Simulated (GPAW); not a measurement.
# Work function of B/Ir(100) at several levels, part 2 of 2

How far do functional and basis move the work function of B/Ir(100)?

GPAW 26.7.0; GPAW, PAW setups; slab in vacuum, relaxation (the session's first sound run).

So far, upper work function (eV): step 2 (relaxation, PBE, GPAW) 3.96; step 5 (self-consistent run: xc = "RPBE") 3.85; step 6 (self-consistent run: xc = "revPBE") 3.85; step 7 (self-consistent run: xc = "LDA") 4.23; step 8 (OptPBE vdW: xc = "optPBE-vdW", GPAW, PAW setups, GPAW) 4.13.

### 9. Real-space grid: mode = "fd"

A real-space grid is a second complete basis, so it checks the plane-wave result.

Contents of run.py:

```python
import json
import numpy as np
from ase import Atoms
from gpaw import GPAW

slab = Atoms(
    ['Ir', 'Ir', 'Ir', 'Ir', 'B'],
    positions=[
        [1.35765, 1.35765, 7.00000],
        [0.00000, 0.00000, 8.92000],
        [1.35765, 1.35765, 10.80162],
        [-0.00000, 0.00000, 12.99774],
        [1.35765, 1.35765, 13.77980]],
    cell=[[2.71529, 0.0, 0.0], [0.0, 2.71529, 0.0], [0.0, 0.0, 20.93307]],
    pbc=[True, True, False])

slab.calc = GPAW(mode='fd', h=0.18, xc='PBE', kpts={'size': (12, 12, 1), 'gamma': True},
                 occupations={'name': 'fermi-dirac', 'width': 0.1}, nbands='200%',
                 convergence={'density': 1e-05}, maxiter=200,
                 poissonsolver={'dipolelayer': 'xy'},
                 symmetry={'tolerance': 1e-3}, txt='slab.txt')
result = {}
energy = slab.get_potential_energy()
fermi = slab.calc.get_fermi_level()
v = slab.calc.get_electrostatic_potential().mean((0, 1)) - fermi
n = slab.calc.get_pseudo_density().mean((0, 1))
L = slab.cell[2, 2]
z = np.arange(len(v)) * L / len(v)
low, high = slab.positions[:, 2].min(), slab.positions[:, 2].max()
below, above = np.interp([low - 4.8, high + 4.8], z, v)
slopes = [np.interp(x, z, np.gradient(v, z)) for x in (low - 4.8, high + 4.8)]
eps = np.array([[slab.calc.get_eigenvalues(k, s) for k in range(len(slab.calc.get_ibz_k_points()))]
                for s in range(slab.calc.get_number_of_spins())]) - fermi
top, bottom = eps[eps < 0].max(), eps[eps > 0].min()
dipole = slab.get_dipole_moment()[2]
print(f'energy {energy:.4f} eV, Fermi level {fermi:.4f} eV, dipole {dipole:.5f} e A')
print(f'potential 4.8 A off the faces, from the Fermi level: lower {below:.4f} eV, upper {above:.4f} eV')
print(f'slope of the potential there: lower {slopes[0]:.5f}, upper {slopes[1]:.5f} eV/A')
print(f'nearest levels on the mesh: {top:.4f} and {bottom:.4f} eV')
print('magnetic moment', round(slab.get_magnetic_moment(), 3))
result.update(energy=energy, fermi=fermi, dipole=dipole, below=below, above=above, slopes=slopes, edges=[top, bottom],
              z=z.tolist(), v=v.tolist(), n=n.tolist(), positions=slab.positions.tolist(),
              forces=slab.get_forces(apply_constraint=False).tolist(), moments=slab.get_magnetic_moments().tolist())
json.dump(result, open('result.json', 'w'))
```

Run with:

```sh
> OMP_NUM_THREADS=1 OPENBLAS_NUM_THREADS=1 python run.py
```

Output:

```text
energy -41.9381 eV, Fermi level -4.7026 eV, dipole 0.06035 e A
potential 4.8 A off the faces, from the Fermi level: lower 5.4430 eV, upper 3.9620 eV
slope of the potential there: lower -0.00042, upper 0.00010 eV/A
nearest levels on the mesh: -0.0185 and 0.0083 eV
magnetic moment 0.0
```

It took 20 min on 1 thread of Arm Neoverse V1, shared host; peak memory 1.3 GiB.

This step gave:

```
dipole along the normal                    : 0.06035 e·Å
levels nearest the Fermi level on the mesh : -0.01852, 0.008255 eV from the Fermi level
upper work function                        : 3.962 eV
lower work function                        : 5.443 eV
```

The upper face's work function is 3.962 eV, against 3.961 eV in the first plane-wave PBE run at this geometry.

### 10. Atomic orbitals: mode = "lcao"

Atom-centred orbitals end a few angstrom from the surface, which tests how much the density's tail matters.

run.py: that of step 9 with these lines changed.

```diff
@@ -16,4 +16,4 @@
 
-slab.calc = GPAW(mode='fd', h=0.18, xc='PBE', kpts={'size': (12, 12, 1), 'gamma': True},
-                 occupations={'name': 'fermi-dirac', 'width': 0.1}, nbands='200%',
+slab.calc = GPAW(mode='lcao', basis='dzp', h=0.18, xc='PBE', kpts={'size': (12, 12, 1), 'gamma': True},
+                 occupations={'name': 'fermi-dirac', 'width': 0.1}, nbands='120%',
                  convergence={'density': 1e-05}, maxiter=200,
```

Output:

```text
energy -40.3210 eV, Fermi level -4.7154 eV, dipole 0.06124 e A
potential 4.8 A off the faces, from the Fermi level: lower 5.4669 eV, upper 3.9639 eV
slope of the potential there: lower -0.00038, upper 0.00000 eV/A
nearest levels on the mesh: -0.0071 and 0.0044 eV
magnetic moment 0.0
```

Run time: 21 min. Hardware: 1 thread; peak memory 0.38 GiB.

This step gave:

| Quantity | Value |
| --- | --- |
| dipole along the normal | 0.06124 e·Å |
| levels nearest the Fermi level on the mesh | -0.007122, 0.004405 eV from the Fermi level |
| upper work function | 3.964 eV |
| lower work function | 5.467 eV |

The upper face's work function is 3.964 eV, against 3.961 eV in the first plane-wave PBE run at this geometry.

### 11. Cost and result by level

Times are for 1 thread of Arm Neoverse V1, shared host. The runs compared:

| no. | run | upper work function (eV) | lower work function (eV) | time | memory (GiB) |
| --- | --- | --- | --- | --- | --- |
| 1 | pw | 3.961 | 5.443 | 3.4 min | 0.3 |
| 2 | vdW DF2 | 4.199 | 5.721 | 4.1 min | 0.43 |
| 3 | RPBE | 3.845 | 5.288 | 3.7 min | 0.3 |
| 4 | revPBE | 3.852 | 5.307 | 3.7 min | 0.3 |
| 5 | LDA | 4.229 | 5.794 | 3.3 min | 0.31 |
| 6 | optPBE vdW | 4.134 | 5.603 | 4.1 min | 0.43 |
| 7 | fd | 3.962 | 5.443 | 20 min | 1.3 |
| 8 | lcao | 3.964 | 5.467 | 21 min | 0.38 |

### 12. Side by side

Results and costs are gathered.

This step: comparison of work functions, dipole and cost (GPAW 26.7.0).

Ladder, by row:

| step | code | work function, upper (eV) | work function, lower (eV) | dipole (e Å) | wall time (s) | peak memory (GiB) | threads |
| --- | --- | --- | --- | --- | --- | --- | --- |
| pw | GPAW | 3.961 | 5.443 | 0.06041 | 205.3 | 0.3 | 1 |
| vdW-DF2 | GPAW | 4.199 | 5.721 | 0.0621 | 245.5 | 0.43 | 1 |
| RPBE | GPAW | 3.845 | 5.288 | 0.05883 | 223.9 | 0.3 | 1 |
| revPBE | GPAW | 3.852 | 5.307 | 0.05932 | 221.9 | 0.3 | 1 |
| LDA | GPAW | 4.229 | 5.794 | 0.06385 | 200.8 | 0.31 | 1 |
| optPBE-vdW | GPAW | 4.134 | 5.603 | 0.05991 | 244.5 | 0.43 | 1 |
| fd | GPAW | 3.962 | 5.443 | 0.06035 | 1175 | 1.32 | 1 |
| lcao | GPAW | 3.964 | 5.467 | 0.06124 | 1274 | 0.38 | 1 |

### 13. What came out

```json
{"work function, upper and lower face": "3.961 and 5.443 eV", "dipole along the normal": "0.0604 e Å"}
```

With plane waves and PBE the work function is 3.96 eV on the upper face and 5.44 eV on the lower. The two faces differ by 1.5 eV, the step that the slab's dipole makes (e p/(ε0 A) gives 1.5 eV), so the dipole layer is needed. Over the sound runs of the table the upper face's work function spans 3.845 (RPBE) to 4.229 eV (LDA). The cell of 7.37 Å² holds one B, started on one chosen site; other sites and coverages weren't tried. The in-plane lattice was kept as typed, which isn't the functional's own and leaves some strain; spin-orbit coupling and temperature are left out.

[Logs are printed without paths, hosts, clocks, repeated set-up lines and the standing remarks that a program may print on its own settings, such as how far it seeks lower states.]

[Hosts, paths, dates, database ids (printed as entryN), source tags and the programs' standing remarks are cut or masked in the printed files.]
